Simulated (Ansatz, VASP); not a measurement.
# Cross-check of ZnO (zincite) between VASP and Ansatz, part 2 of 2

Aim: how closely do two programs agree when they are given the same cell, functional and k mesh? The cell is taken from a series of VASP runs on this material, whose earlier steps may have relaxed, scaled or displaced it; both programs get it as it stands.

VASP 6.6.1 and Ansatz 0.2.0.

So far. Step 4 (Side by side): The walks stopped with 0.00 GPa left in Ansatz and 0.06 GPa in VASP; each walk ends within a tolerance, so the volume difference is uncertain by about these residues over the bulk modulus, most in soft cells.

**5. Ansatz: relaxation of cell and atoms, BLYP**

Level of this step: Ansatz beside VASP: Kohn-Sham DFT, plane waves, BLYP (Ansatz).

The relaxed volume is the usual yardstick between codes: its relative difference is about their pressure difference at one cell divided by the bulk modulus. The cell compared in this pair holds 51.24 Å³, against 47.46 Å³ for the pair before.

The cell is taken from a series of VASP runs on this material, whose earlier steps may have relaxed, scaled or displaced it; both programs get it as it stands.

Input file input.yaml:

```yaml
crystal:
  lattice:
    - [3.3202157755, 0.0, 0.0]
    - [-1.6601078878, 2.8753912076, 0.0]
    - [0.0, 0.0, 5.3676787675]
  atoms:
    - { symbol: Zn, position: [0.6666666667, 0.3333333333, 0.0002171195] }
    - { symbol: Zn, position: [0.3333333333, 0.6666666667, 0.5002171195] }
    - { symbol: O, position: [0.3333333333, 0.6666666667, 0.8787928805] }
    - { symbol: O, position: [0.6666666667, 0.3333333333, 0.3787928805] }
hamiltonian:
  xc: blyp
  pseudopotentials: { kind: paw }
kpoints:
  mp_grid: { grid: [9, 9, 4] }
scf:
  occupations: { method: gaussian, width: 0.03 }
relax:
  f_tol: 0.01
  max_steps: 60
  cell: { stress_tol: 0.05 }
output:
  forces: true
  stress: true
```

Started as:

```
$ ansatz run input.yaml --threads 4 --pin off --max-ram 9216MiB --backend cpu --events-out ev --progress --plain --runs-dir out
```

Numbers of over 12 decimals in the logs are rounded to 6 here.

The log of the run:

```text
[...]
Crystal: 4 atoms, lattice volume = 51.245 Å³
Basis set: ecut = 420 eV, 1001 PW (Γ), exchange–correlation on 48×48×72 points (8 copies of the dense FFT grid, shifted against one another)
Bands: 22, of which v1, the nominal top of the filled ones, is band 18 counted from 1 (17 counted from 0)
Symmetry: 12 space group operations
[...]
k-points: 36 of 324 (time reversal used)
[...]
cell:  # Å, volume = 50.9583 Å³
    - [3.313461, 2.8808702353787292e-11, 0]
    - [-1.656731, 2.869541, 1.8972927905766143e-19]
    - [0, 3.5417991822438974e-19, 5.359458]
  atoms:
    - { symbol: Zn, position: [0.666667, 0.333333, 0.000239097] }
    - { symbol: Zn, position: [0.333333, 0.666667, 0.500239] }
    - { symbol: O, position: [0.333333, 0.666667, 0.878771] }
    - { symbol: O, position: [0.666667, 0.333333, 0.378771] }
[key lines of the parts left out:]
SCF converged after 7 iterations
Free energy (F): -7796.792887 eV
Fermi energy:    6.927262 eV
P = ⅓ Tr σ = -0.0309 GPa (-0.309 kbar)
```

Wall time 6.8 s (4 threads of Arm Neoverse N1, shared host); peak memory 0.37 GiB; 24 s of CPU time.

**6. VASP: relaxation of cell and atoms, BLYP**

The same cell, functional (in two slightly different forms), mesh and smearing now go to VASP, with its own data sets and cutoff.

Input file INCAR:

```
SYSTEM = ZnO
PREC = Accurate
ENCUT = 520
EDIFF = 1E-06
NELM = 100
ISMEAR = 0
SIGMA = 0.03
LREAL = .FALSE.
ALGO = Normal
GGA = B5
ALDAX = 1
AGGAX = 1
AGGAC = 1
ALDAC = 0
NBANDS = 24
LORBIT = 11
LWAVE = .FALSE.
LCHARG = .FALSE.
KPAR = 8
IBRION = 2
NSW = 50
ISIF = 3
EDIFFG = -0.006
```

Input file POSCAR:

```
ZnO
1.0
    3.3202157755      0.0000000000      0.0000000000
   -1.6601078878      2.8753912076      0.0000000000
    0.0000000000      0.0000000000      5.3676787675
Zn O
2 2
Direct
    0.6666666667      0.3333333333      0.0002171195
    0.3333333333      0.6666666667      0.5002171195
    0.3333333333      0.6666666667      0.8787928805
    0.6666666667      0.3333333333      0.3787928805
```

Input file KPOINTS:

```
Automatic mesh
0
Gamma
9 9 4
0 0 0
```

PAW data sets: Zn and O (PBE family, release 64).

Started as:

```
$ mpirun -np 8 vasp_std
```

The log of the run:

```text
[banner, memory and clock lines left out]
running    8 mpi-ranks, on    1 nodes
[...]
[... a notice as in an earlier step ...]

 [... a notice as in an earlier step ...]

 LDA part: xc-table for (Slater(with rela. corr.)+VWN5), standard interpolation
 POSCAR, INCAR and KPOINTS ok, starting setup
[...]
entering main loop
       N       E                     dE             d eps       ncg     rms          rms(c)
DAV:   1     0.290597975347E+03    0.29060E+03   -0.18644E+04  1736   0.214E+03
DAV:   2     0.843474183908E+01   -0.28216E+03   -0.26834E+03  1928   0.419E+02
DAV:   3    -0.199112972584E+02   -0.28346E+02   -0.28148E+02  1984   0.141E+02
DAV:   4    -0.203685256285E+02   -0.45723E+00   -0.45703E+00  1984   0.192E+01
[...]
DAV:  13    -0.164892930108E+02   -0.12881E-04   -0.73312E-05  1968   0.805E-02    0.168E-02
DAV:  14    -0.164892890581E+02    0.39527E-05   -0.74364E-06  1896   0.285E-02    0.582E-03
DAV:  15    -0.164892887025E+02    0.35555E-06   -0.22196E-06  1464   0.129E-02
   1 F= -.16489289E+02 E0= -.16489289E+02  d E =-.164893E+02
[...]
reached required accuracy - stopping structural energy minimisation
```

OUTCAR, selected parts (step 6):

```text
  Total       -0.0204666     -0.0204666      0.0057896      0.0000000      0.0000000      0.0000000
  in kB       -0.6398926     -0.6398926      0.1810135      0.0000000      0.0000000      0.0000000
  external PRESSURE =      -0.3662573 kB  Pullay stress =       0.0000000 kB

 POSITION                                       TOTAL-FORCE (eV/Angst)
 -----------------------------------------------------------------------------------
      1.66011      0.95846      0.00117        -0.000000      0.000000     -0.001478
     -0.00000      1.91693      2.68500         0.000000     -0.000000     -0.001478
     -0.00000      1.91693      4.71708        -0.000000     -0.000000      0.001478
      1.66011      0.95846      2.03324        -0.000000      0.000000      0.001478
 -----------------------------------------------------------------------------------
    total drift:                                0.000000      0.000000      0.000259

  FREE ENERGIE OF THE ION-ELECTRON SYSTEM (eV)
  ---------------------------------------------------
  free  energy   TOTEN  =       -16.4892887025 eV

  energy  without entropy=      -16.4892887025  energy(sigma->0) =      -16.48928870

[... 2 parts as in an earlier step ...]

[... 2 further parts left out ...]
[key lines of the parts left out:]
E-fermi :   1.0644
```

**7. Side by side**

What differs besides the data sets and the points named for the pairs above, as far as they apply: VASP's log shows a relativistic correction to its local exchange, Ansatz's none. Total energies have different zeros and are not compared.

The two programs side by side:

| quantity | Ansatz | VASP | difference |
| --- | --- | --- | --- |
| volume (Å³) | 50.96 | 51.24 | -0.56 % |
| edge a after relaxation, in the typed setting (Å) | 3.313 | 3.320 | -0.20 % |
| edge c after relaxation, in the typed setting (Å) | 5.359 | 5.368 | -0.15 % |

The walks stopped with -0.03 GPa left in Ansatz and -0.04 GPa in VASP; each walk ends within a tolerance, so the volume difference is uncertain by about these residues over the bulk modulus, most in soft cells.

**8. Outcome**

```
difference in volume (relaxation of cell and atoms, PBEsol) : -0.63 %
difference in volume (relaxation of cell and atoms, BLYP)   : -0.56 %
```

What this shows: The difference in volume is -0.63 % (relaxation of cell and atoms, PBEsol), within the 1.2 % picked in this series as the mark of a large difference, as far as the stopping tolerances let one tell. How closely two codes agree says nothing of how well the functional describes the real material.

[Lines on the potential files, build, host, timing and source positions are cut from VASP's logs without a mark.]

[Logs are printed without paths, hosts, clocks, repeated set-up lines and the standing remarks that a program may print on its own settings, such as how far it seeks lower states.]

[Hosts, paths, dates, database ids (printed as entryN), source tags and the programs' standing remarks are cut or masked in the printed files.]
